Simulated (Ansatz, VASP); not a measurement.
# Cross-check of GaN between VASP and Ansatz, part 2 of 2

Aim: how closely do two programs agree when they are given the same cell, functional and k mesh? The cell is taken from a series of runs on this material, whose earlier steps may have relaxed, scaled, displaced or heated it; both programs get it as it stands.

VASP 6.6.1 and Ansatz 0.2.0.

So far: The starting structure; VASP: G0W0 gap, LDA.

**3. Ansatz: G0W0 gap, LDA**

Level of this step: Ansatz beside VASP: Kohn-Sham DFT, plane waves, LDA (Ansatz).

Ansatz runs on its default PAW (the set named soft_2) files.

The same cell, functional (in two slightly different forms) and mesh now go to Ansatz, which takes its cutoff from its data sets.

File input.yaml:

```yaml
crystal:
  lattice:
    - [0.0, 2.2084305978, 2.2969517644]
    - [2.2084305978, 0.0, 2.2969517644]
    - [2.2084305978, 2.2084305978, 0.0]
  atoms:
    - { symbol: Ga, position: [0.0, 0.0, 0.0] }
    - { symbol: "N", position: [0.25, 0.25, 0.25] }
kpoints:
  mp_grid: { grid: [8, 8, 8] }
hamiltonian:
  xc: lda
scf:
  occupations: { method: fixed }
gw:
  n_empty_bands: 102
  ecut_chi: 160.0
  qp_bands: [v3, c1]
  screening: { model: contour_deformation }
```

Run with:

```console
ansatz run input.yaml --threads 14 --pin off --max-ram 73728MiB --backend cpu --events-out ev --progress --plain --runs-dir out
```

Numbers of over 12 decimals in the logs are rounded to 6 here.

The log of the run:

```text
Engine: ansatz 0.2.0, aarch64-unknown-linux-gnu
Pseudopotentials: kind: paw
Pseudopotential: Ga, paw, valence charge 13, recommended cutoff 420 eV (normal), Ga.paw.azcp
Pseudopotential: N, paw, valence charge 5, recommended cutoff 420 eV (normal), N.paw.azcp
Functional definition: SPW92
  exchange = slater_x
  correlation = pw_c
Crystal: 2 atoms, lattice volume = 22.405 Å³
Basis set: ecut = 420 eV, 427 PW (Γ)
Bands: 13, of which v1, the nominal top of the filled ones, is band 9 counted from 1 (8 counted from 0)
Symmetry: 8 space group operations
Space group: I-4m2 (ITA 119), of the structure as read, at distance tolerance 2.8e-5 Å
k-points: 59 of 512 (time reversal used)
Non-local potential: Ga, projectors of the file, l = 0: 2, l = 1: 2, l = 2: 3, l = 3: 1
Non-local potential: N, projectors of the file, l = 0: 2, l = 1: 2, l = 2: 1
PAW form: soft (Blöchl's): semilocal exchange-correlation on the pseudo side does not see the compensation charge
PAW frozen core: Ga, regenerated for the run's functional, and the local potential with it (the file was generated under x = pbe(κ = 0.804, μ = 0.219515), c = pbe(β = 0.066725))
PAW frozen core: N, regenerated for the run's functional, and the local potential with it (the file was generated under x = pbe(κ = 0.804, μ = 0.219515), c = pbe(β = 0.066725))
PAW one-centre angular grid: Ga, 590 points (default); XC on 64 Gauss nodes
PAW one-centre angular grid: N, 110 points (default); XC on 64 Gauss nodes
Initial density: superposition of atomic densities (neutral atoms: chi_scale 0, normalization atom), corrected by the library's trained network
Initial wavefunctions: pseudopotential atomic-orbital guess
Functional: x = slater, c = lda
SCF iter   1: F=—  HF=-4082.081333 eV  |F-HF|=—  |Δ(HF+E_count)|=         —  Δρ=1.31e-2  dr2=3.63e-2  ethr=1.77e-3  ⟨swp⟩=4.3  Hψ=3553  notcnv=0  defer=91
preconditioner: auto → none  [insulator: Δε(μ)=1.693 eV  Ē_g=18.788 eV  n_scr=8 (ndim 8)  ℏωp=33.3 eV  f_vac=0.000  ε∞_Penn≈4.1]
SCF iter   2: F=—  HF=-4082.072585 eV  |F-HF|=—  |Δ(HF+E_count)|=   8.75e-3  Δρ=6.45e-3  dr2=6.46e-3  ethr=2.01e-4  ⟨swp⟩=2.4  Hψ=1590  notcnv=0  defer=117
SCF iter   3: F=—  HF=-4082.070614 eV  |F-HF|=—  |Δ(HF+E_count)|=   1.97e-3  Δρ=1.69e-3  dr2=2.59e-4  ethr=3.59e-5  ⟨swp⟩=2.0  Hψ=1049  notcnv=0  defer=117
SCF iter   4: F=—  HF=-4082.070513 eV  |F-HF|=—  |Δ(HF+E_count)|=   1.01e-4  Δρ=5.89e-4  dr2=2.45e-5  ethr=1.44e-6  ⟨swp⟩=2.9  Hψ=1386  notcnv=0  defer=115
SCF iter   5: F=—  HF=-4082.070498 eV  |F-HF|=—  |Δ(HF+E_count)|=   1.53e-5  Δρ=3.57e-5  dr2=1.42e-7  ethr=1.36e-7  ⟨swp⟩=2.1  Hψ=1260  notcnv=0
SCF iter   6: F=-4082.070498 eV  HF=-4082.070498 eV  |F-HF|=2.64e-9  |Δ(HF+E_count)|=   7.46e-9  Δρ=7.40e-6  dr2=5.99e-9  ethr=5.56e-10  ⟨swp⟩=4.2  Hψ=2826  notcnv=0
SCF 1 converged in 6 iterations: F = -4082.070498 eV  dr2 = 5.99e-9
  greatest PAW one-centre occupation: 0.996 electrons in one spin orbital (limit 2), on the Ga atom at site 0 (counted from 0), in its partial waves of l = 2
NSCF: frozen V_eff on 59 k-points
G₀W₀ screening: q 1/59
[... further progress lines ...]
NSCF: frozen V_eff on 1 k-points
NSCF: frozen V_eff on 1 k-points
SCF converged after 6 iterations
Free energy (F): -4082.070498 eV
Harris-Foulkes:  -4082.070498 eV  (|F-HF|=2.64e-9)
Internal energy: -4082.070498 eV  (E = F + TS)
E sigma→0 (E₀):  -4082.070498 eV
Fermi energy:    9.676830 eV
--- Per-component energies (eV) ---
  E_band       = -7.924949
  E_kinetic    = 247.369959
  E_local      = -1936.001884  (includes V_loc(G=0)·N_el)
  E_nonlocal   = 477.577383
  E_hartree    = 889.172520
  E_xc         = -128.008096
  E_vxc        = -134.421102  (∫ρ·V_xc dr)
  E_paw        = -2034.987743  (= ΣΔE_a)
  E_vpaw       = -440.793920  (= ΣTr[D̂ρ^β])
  E_aug_tail   = 0.000034  (compensation charges beyond the density's cutoff)
  E_ewald      = -1599.001196
  E_core_change = 1.808524  (= ΣΔE_core)
  E_smearing   = -0.000000  (= −TS)
  E_closure    = 0.000000  (closes the sum)
  Σ components = -4082.070498   (vs F -4082.070498, Δ=0.00e0)
--- Band table (eV; the first three rows and the last of 59) ---
  k-point 0: bands = [... 5 lower, -3.6668, 9.4748, 9.6768, 9.6768, 11.4742, 19.8344, 19.8344, 19.9395]
  k-point 1: bands = [... 5 lower, -3.6703, 8.0850, 9.3619, 9.5221, 12.5867, 19.1154, 20.1167, 20.1355]
  k-point 2: bands = [... 5 lower, -3.6062, 5.7014, 8.9547, 9.1815, 13.7416, 18.2864, 20.2372, 20.4835]
  k-point 58: bands = [... 5 lower, -1.9437, 3.0182, 7.0119, 7.0119, 13.0663, 16.6305, 20.8920, 23.7111]
--- G₀W₀: contour deformation, 7 samples at zero and on the imaginary axis and 3 off it, 512 q-points, 102 empty bands' worth ---
[...]
32     9      8.4828   -22.7868     3.0967   -19.0879  0.7684     7.8755     7.8806  root
    32    10     14.9177   -10.5926    -4.7849   -16.2788  0.7864    15.8315    15.8190  root
    33     7      5.3778   -23.5315     4.0008   -18.7601  0.7399     4.5990     4.6073  root
    33     8      7.4260   -21.9607     3.3164   -17.9801  0.7619     6.7539     6.7618  root
    33     9      8.4678   -23.0042     3.0884   -19.3153  0.7687     7.8623     7.8673  root
    33    10     14.8847   -10.5955    -4.7561   -16.2481  0.7869    15.7936    15.7812  root
    34     7      4.1315   -23.0280     4.3596   -17.9300  0.7220     3.3854     3.3932  root
    34     8      6.3499   -21.1213     3.4646   -16.9546  0.7557     5.6377     5.6478  root
    34     9      7.1348   -21.6282     3.3735   -17.5731  0.7604     6.4447     6.4533  root
    34    10     14.5802    -9.2977    -4.4238   -14.4276  0.8060    15.2930    15.2863  root
    35     7      3.6146   -21.3506     4.2600   -16.4326  0.7191     2.9520     2.9567  root
    35     8      5.5915   -20.9862     3.7266   -16.5212  0.7448     4.8390     4.8532  root
    35     9      6.8146   -21.2909     3.4024   -17.1931  0.7589     6.1102     6.1193  root
    35    10     15.2784    -9.5213    -4.5294   -14.7999  0.8017    16.0359    16.0277  root
    36     7      3.6637   -21.5119     4.2623   -16.5705  0.7214     2.9790     2.9847  root
    36     8      5.5610   -21.0174     3.7795   -16.5031  0.7420     4.8111     4.8262  root
    36     9      7.2197   -21.6234     3.3118   -17.6345  0.7624     6.5346     6.5426  root
    36    10     16.0635    -9.4231    -4.7101   -14.9288  0.7970    16.8693    16.8592  root
    37     7      3.8729   -22.1981     4.3650   -17.0897  0.7221     3.1214     3.1295  root
    37     8      6.7443   -21.7874     3.4710   -17.6245  0.7564     6.0427     6.0525  root
    37     9      7.9831   -22.4876     3.1788   -18.6787  0.7666     7.3470     7.3530  root
    37    10     15.6520   -10.0988    -4.9511   -15.9741  0.7895    16.5904    16.5761  root
    38     7      4.1729   -23.0843     4.3508   -17.9909  0.7238     3.4223     3.4303  root
    38     8      6.4818   -21.2479     3.5059   -17.0426  0.7546     5.7723     5.7824  root
[...]
57     7      3.2450   -22.0691     4.4175   -16.9627  0.7226     2.5451     2.5562  root
    57     8      6.4016   -20.3352     3.3913   -16.2568  0.7559     5.7050     5.7145  root
    57     9      6.4805   -21.4248     3.5817   -17.1234  0.7545     5.7505     5.7609  root
    57    10     14.3489    -9.6549    -4.2303   -14.5381  0.8098    15.0069    15.0018  root
    58     7      3.0182   -22.5211     4.5601   -17.2418  0.7191     2.2893     2.2991  root
    58     8      7.0119   -21.3084     3.4172   -17.2169  0.7589     6.3296     6.3376  root
    58     9      7.0119   -21.3084     3.4172   -17.2169  0.7589     6.3296     6.3376  root
    58    10     13.0663    -9.1123    -4.0236   -13.6834  0.8227    13.6170    13.6138  root
```

Reading the cycles: dr2 is the Hartree energy of the density residual (eV), the measure of convergence; HF is the Harris–Foulkes estimate of the energy, which meets the free energy F at convergence.

**4. Side by side**

Known differences besides the potentials themselves: the two LDA forms differ slightly; fixed occupations in Ansatz, narrow Gaussian smearing in VASP; the cutoff is 420 eV in Ansatz and 450 eV in VASP; VASP's log shows a relativistic correction to its local exchange, Ansatz's none; Ansatz integrates over frequency by contour deformation, VASP on a grid of NOMEGA points. Total energies have different zeros and are not compared.

The two programs side by side:

```tsv
quantity	Ansatz	VASP	difference
G0W0 gap on the mesh (eV)	2.99	3.02	-0.04
Kohn-Sham gap under it (eV)	1.80	1.81	-0.02
```

**5. Results**

```
difference in G0W0 gap on the mesh (G0W0 gap, LDA) : -0.038 eV
```

**Reading.** The difference in G0W0 gap on the mesh is -0.038 eV (G0W0 gap, LDA). How closely two codes agree says nothing of how well the functional describes the real material.

[Lines on the potential files, build, host, timing and source positions are cut from VASP's logs without a mark.]

[Logs are printed without paths, hosts, clocks, repeated set-up lines and the standing remarks that a program may print on its own settings, such as how far it seeks lower states.]

[Hosts, paths, dates, database ids (printed as entryN), source tags and the programs' standing remarks are cut or masked in the printed files.]
